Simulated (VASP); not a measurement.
Write the native input for VASP 6.6.1 that does the following.

- Task: single point
- Functional: PBE
- Potentials or basis: VASP PAW PBE potentials, release 64 (Ca_sv)
- Cutoff: 520 eV
- k mesh: 8 × 8 × 8
- Occupations: fermi-dirac, width 0.05 eV
- Spin: no spin polarisation
- Further INCAR settings: ALGO = Normal; EDIFF = 1e-07; NBANDS = 11

The structure of Ca lies in POSCAR:

```
Ca
1.0
    0.0000000000      2.7942000000      2.7942000000
    2.7942000000      0.0000000000      2.7942000000
    2.7942000000      2.7942000000      0.0000000000
Ca
1
Direct
    0.0000000000      0.0000000000      0.0000000000
```

These files were run (other wordings do the same):

INCAR

```
SYSTEM = Ca
ALGO = Normal
EDIFF = 1E-7
ENCUT = 520
GGA = PE
ISIF = 2
ISMEAR = -1
LASPH = .True.
LCHARG = .False.
LREAL = .False.
LWAVE = .False.
NBANDS = 11
NELM = 100
PREC = Accurate
SIGMA = 0.05
```

KPOINTS

```
k-points
0
Gamma
  8 8 8
  0 0 0
```

Potentials or basis: VASP PAW PBE potentials, release 64 (Ca_sv).

Run with:

```bash
$ cat potpaw_PBE.64/Ca_sv/POTCAR > POTCAR
$ mpirun -np 1 vasp_std > vasp.out
```

It gave:

* Pressure: -0.5 GPa
* Band gap on the k mesh: none (metal or under the smearing width)

It took 9.8 s on 1 thread of Intel(R) Xeon(R) Platinum 8488C (Sapphire Rapids), with other jobs on the host, peak memory 0.16 GiB.
